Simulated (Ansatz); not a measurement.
# AlN: the cost of one run

Method: DFT PBE, scalar-relativistic, plane waves, PAW, in Ansatz 0.2.0.

8 further runs of the same task are left out: 8 set aside as unsound or not needed.

### Step 1. The starting structure

The structure is cubic, space group Fm-3m (No. 225). Conventional cell: a = 4.071 Å, b = 4.071 Å, c = 4.071 Å, α = 90.00°, β = 90.00°, γ = 90.00°. Al (site symmetry m-3m) has 6 N at 2.04 Å as nearest neighbours. N (site symmetry m-3m) has 6 Al at 2.04 Å as nearest neighbours.

Coordinates:

```cif
data_structure
_symmetry_space_group_name_H-M 'P 1'
_symmetry_Int_Tables_number 1
_cell_length_a 2.8784
_cell_length_b 2.8784
_cell_length_c 2.8784
_cell_angle_alpha 60.000
_cell_angle_beta 60.000
_cell_angle_gamma 60.000
_cell_volume 16.86
loop_
_atom_site_label
_atom_site_type_symbol
_atom_site_fract_x
_atom_site_fract_y
_atom_site_fract_z
_atom_site_occupancy
Al1 Al 0.50000 0.50000 0.50000 1
N1 N 0.00000 0.00000 0.00000 1
```

It goes back to an entry of the Materials Project, which need not be the stable form.

It is the result of an earlier relaxation at this level (volume 8.43 Å³/atom; gap on the mesh: 4.38 eV).

### Step 2. Strained cells: the elastic tensor

input.yaml reads:

```yaml
crystal:
  lattice:
    - [0.0, 2.03534645, 2.03534645]
    - [2.03534645, 0.0, 2.03534645]
    - [2.03534645, 2.03534645, 0.0]
  atoms:
    - { symbol: Al, position: [0.5, 0.5, 0.5] }
    - { symbol: "N", position: [0.0, 0.0, 0.0] }
basis:
  ecutwfc: 420
kpoints:
  mp_grid: { grid: [4, 4, 4] }
hamiltonian:
  xc: pbe
scf:
  occupations: { method: fixed }
output:
  forces: true
  stress: true
  eigenvalues: true
elastic:
  mode: relaxed_ion
  stencil: two_point
```

Run with:

```console
ansatz run input.yaml --threads 1 --pin off --max-ram 2560MiB --backend cpu --events-out ev --progress --plain --runs-dir out
```

Q: Estimate wall time and peak memory on 1 thread of AMD EPYC (Zen 3), shared host.

About 4.2 s, with a peak of 0.28 GiB.
